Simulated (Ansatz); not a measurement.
Mg, DFT, PBE, PAW with Ansatz's default frozen-core files, scalar-relativistic (Ansatz 0.2.0), run on 1 thread of Arm Neoverse V2 on a shared host.

The cell is COD entry 9008506, as deposited and not checked against the literature; nothing was relaxed. The listed cell was then made from it by scaling, straining or moving an atom.

Command: `ansatz run input.yaml --threads 1 --pin off --max-ram 3072MiB --backend cpu --events-out ev --progress --plain --runs-dir out`

```yaml
crystal:
  lattice:
    - [3.2092715325, 0.0160463577, 0.0160463577]
    - [-1.5907392128, 2.771287496, 0.0058733745]
    - [0.02605165, 0.02605165, 5.21033]
  atoms:
    - { symbol: Mg, position: [0.3333333333, 0.6666666667, 0.25] }
    - { symbol: Mg, position: [0.6666666667, 0.3333333333, 0.75] }
kpoints:
  mp_grid: { grid: [12, 12, 7] }
scf:
  occupations: { method: fermi_dirac, width: 0.08 }
hamiltonian:
  xc: pbe
  pseudopotentials: { kind: paw }
output:
  forces: true
  stress: true
  eigenvalues: true
  efg: { contact_densities: true }
```

(1) How large is the problem that the program sets up?

(2) About how long does it take, and how much memory does it use?

(3) And the same cell and mesh by all-electron PAW (datasets made for this crystal), asked for forces, stress, eigenvalues, efg, on the same hardware?

Results:

(1) 506 irreducible k-points, 925 plane waves at Γ, 14 bands.

(2) 11 s of wall time for 6 SCF iterations, with a peak of 0.51 GiB. Times on shared machines scatter by tens of per cent.

(3) 13 s, peak memory 0.34 GiB.
